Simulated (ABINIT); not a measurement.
# MgS (Niningerite) (Fm-3m) in ABINIT: settings compared, part 2 of 2

ABINIT 10.8.3 (patched build). The steps go on from the part before.

## 6. Single point, PBE

run.abi

```
pp_dirpath "./"
pseudos "16_S_6_1.8_1.9_pbe_n_v1.0.psp8, 12_Mg_10_1.9_2.0_pbe_v1.0.psp8"

acell 3*1.0
rprim
     0.0000000000     4.9164059721     4.9164059721
     4.9164059721     0.0000000000     4.9164059721
     4.9164059721     4.9164059721     0.0000000000
ntypat 2
znucl 16 12
natom 2
typat 1 2
xred
     0.5000000000     0.5000000000     0.5000000000
     0.0000000000     0.0000000000     0.0000000000

ecut 26.0

kptopt 1
ngkpt 7 7 7
nshiftk 1
shiftk 0.0 0.0 0.0

ixc 11

nband 12
occopt 3
tsmear 0.00183747

nstep 100
tolvrs 1.0e-10

iomode 3
prtwf 0
prtden 0
prteig 0
prtebands 0
```

Potentials or basis: SPMS NC PBE v1.0.

Started as:

```bash
$ abinit run.abi > log 2>&1
```

run.abo:

```text
.Version 10.8.3 of ABINIT
 Symmetries : space group Fm -3 m (#225); Bravais cF (face-center cubic)
================================================================================
 Values of the parameters that define the memory need of the present run
     intxc =       0    ionmov =       0      iscf =       7    lmnmax =       6
     lnmax =       6     mgfft =      32  mpssoang =       3    mqgrid =    3001
     natom =       2  nloc_mem =       1    nspden =       1   nspinor =       1
    nsppol =       1      nsym =      48    n1xccc =    2501    ntypat =       2
    occopt =       3   xclevel =       2
       mpw =        1516          nfft =       32768          nkpt =          20
================================================================================
================================================================================

--------------------------------------------------------------------------------
------------- Echo of variables that govern the present computation ------------
--------------------------------------------------------------------------------
 -outvars: echo values of preprocessed input variables --------
            acell      1.0000000000E+00  1.0000000000E+00  1.0000000000E+00 Bohr
              amu      3.20660000E+01  2.43050000E+01
             ecut      2.60000000E+01 Hartree
              ixc          11
         kptrlatt        7    0    0      0    7    0      0    0    7
          kptrlen      4.86699360E+01
            natom           2
            nband          12
            ngfft          32      32      32
             nkpt          20
            nstep         100
             nsym          48
           ntypat           2
           occopt           3
           prtden           0
        prtebands           0
           prteig           0
            prtwf           0
            rprim      0.0000000000E+00  4.9164059721E+00  4.9164059721E+00
                       4.9164059721E+00  0.0000000000E+00  4.9164059721E+00
                       4.9164059721E+00  4.9164059721E+00  0.0000000000E+00
          spgroup         225
           tolvrs      1.00000000E-10
           tsmear      1.83747000E-03 Hartree
            typat      1  2
           xangst      2.6016499982E+00  2.6016499982E+00  2.6016499982E+00
                       0.0000000000E+00  0.0000000000E+00  0.0000000000E+00
            xcart      4.9164059721E+00  4.9164059721E+00  4.9164059721E+00
                       0.0000000000E+00  0.0000000000E+00  0.0000000000E+00
             xred      5.0000000000E-01  5.0000000000E-01  5.0000000000E-01
[... 123 lines left out ...]
 cartesian forces (hartree/bohr) at end:
    1     -0.00000000000000    -0.00000000000000    -0.00000000000000
    2     -0.00000000000000    -0.00000000000000    -0.00000000000000
 frms,max,avg= 0.0000000E+00 0.0000000E+00   0.000E+00  0.000E+00  0.000E+00 h/b

 cartesian forces (eV/Angstrom) at end:
    1     -0.00000000000000    -0.00000000000000    -0.00000000000000
    2     -0.00000000000000    -0.00000000000000    -0.00000000000000
 frms,max,avg= 0.0000000E+00 0.0000000E+00   0.000E+00  0.000E+00  0.000E+00 e/A
 length scales=  1.000000000000  1.000000000000  1.000000000000 bohr
              =  0.529177210544  0.529177210544  0.529177210544 angstroms
 Fermi (or HOMO) energy (hartree) =   0.23018   Average Vxc (hartree)=  -0.36739
 Eigenvalues (hartree) for nkpt=  20  k points:
 kpt#   1, nband= 12, wtk=  0.00292, kpt=  0.0000  0.0000  0.0000 (reduced coord)
  -2.56749   -1.34475   -1.34475   -1.34475   -0.28422    0.18114    0.18114    0.18114
   0.31740    0.47264    0.47264    0.47264
      occupation numbers for kpt#   1
   2.00000    2.00000    2.00000    2.00000    2.00000    2.00000    2.00000    2.00000
   0.00000    0.00000    0.00000    0.00000
 prteigrs : prtvol=0 or 1, do not print more k-points.

--- !EnergyTerms
iteration_state     : {dtset: 1, }
comment             : Components of total free energy in Hartree
kinetic             :  3.13410909197699E+01
hartree             :  1.87788107118713E+01
xc                  : -1.05004220067689E+01
Ewald energy        : -3.83567382627565E+01
psp_core            :  9.67061268404138E-01
local_psp           : -6.57116307368767E+01
non_local_psp       : -3.65686115818870E+00
internal            : -6.71386892645455E+01
'-kT*entropy'       : -1.59816563819184E-15
total_energy        : -6.71386892645455E+01
total_energy_eV     : -1.82693680562644E+03
band_energy         : -1.30688057890066E+01
...

 Cartesian components of stress tensor (hartree/bohr^3)
  sigma(1 1)= -3.05937619E-05  sigma(3 2)=  0.00000000E+00
  sigma(2 2)= -3.05937619E-05  sigma(3 1)=  0.00000000E+00
  sigma(3 3)= -3.05937619E-05  sigma(2 1)=  0.00000000E+00

-Cartesian components of stress tensor (GPa)         [Pressure=  9.0010E-01 GPa]
- sigma(1 1)= -9.00099550E-01  sigma(3 2)=  0.00000000E+00
- sigma(2 2)= -9.00099550E-01  sigma(3 1)=  0.00000000E+00
- sigma(3 3)= -9.00099550E-01  sigma(2 1)=  0.00000000E+00

== END DATASET(S) ==============================================================
================================================================================

 -outvars: echo values of variables after computation  --------
            acell      1.0000000000E+00  1.0000000000E+00  1.0000000000E+00 Bohr
           etotal     -6.7138689265E+01
            fcart     -0.0000000000E+00 -0.0000000000E+00 -0.0000000000E+00
                      -0.0000000000E+00 -0.0000000000E+00 -0.0000000000E+00
            rprim      0.0000000000E+00  4.9164059721E+00  4.9164059721E+00
                       4.9164059721E+00  0.0000000000E+00  4.9164059721E+00
                       4.9164059721E+00  4.9164059721E+00  0.0000000000E+00
           strten     -3.0593761870E-05 -3.0593761870E-05 -3.0593761870E-05
                       0.0000000000E+00  0.0000000000E+00  0.0000000000E+00
           xangst      2.6016499982E+00  2.6016499982E+00  2.6016499982E+00
                       0.0000000000E+00  0.0000000000E+00  0.0000000000E+00
             xred      5.0000000000E-01  5.0000000000E-01  5.0000000000E-01
                       0.0000000000E+00  0.0000000000E+00  0.0000000000E+00
 Calculation completed.
```

Wall time 7.4 s (1 thread of Intel Xeon Platinum 8375C at 2.90GHz (Ice Lake), shared host); peak memory 0.06 GiB.

Results:

```
Free energy                                           : -1826.9368 eV
Pressure                                              : 0.9 GPa
Band gap on the k mesh                                : 2.99 eV, indirect (least direct gap 3.71 eV)
Valence electrons inside the program's atomic spheres : S 3.97; Mg 8.26
```

Caveat: an odd mesh through Γ misses points on the zone boundary, where band edges often lie.

## 7. Summary

| level | potentials or basis | cutoff (eV) | fine-grid cutoff | gap on the mesh (eV) | pressure (GPa) |
| --- | --- | --- | --- | --- | --- |
| LDA | PseudoDojo NC SR LDA v0.4.1 standard | 1088 | - | 2.78 | -3.3 |
| PBE | PseudoDojo NC SR PBE v0.4.1 standard | 1088 | - | 3.00 | 1.1 |
| PBEsol | JTH PAW PBE v2.0 | 408 | 816.342 eV | 2.92 | - |
| PBE | SPMS NC PBE v1.0 | 707 | - | 2.99 | 0.9 |

Alike in all rows: task single point; no spin polarisation; cell as given; k mesh 7 × 7 × 7; smearing fermi-dirac 0.05 eV.

Caveats: an odd mesh through Γ misses points on the zone boundary, where band edges often lie; the PAW data sets were made with another functional, which shifts forces and pressure a little (some runs).

Absolute energies hang on the potentials; compare differences alone.
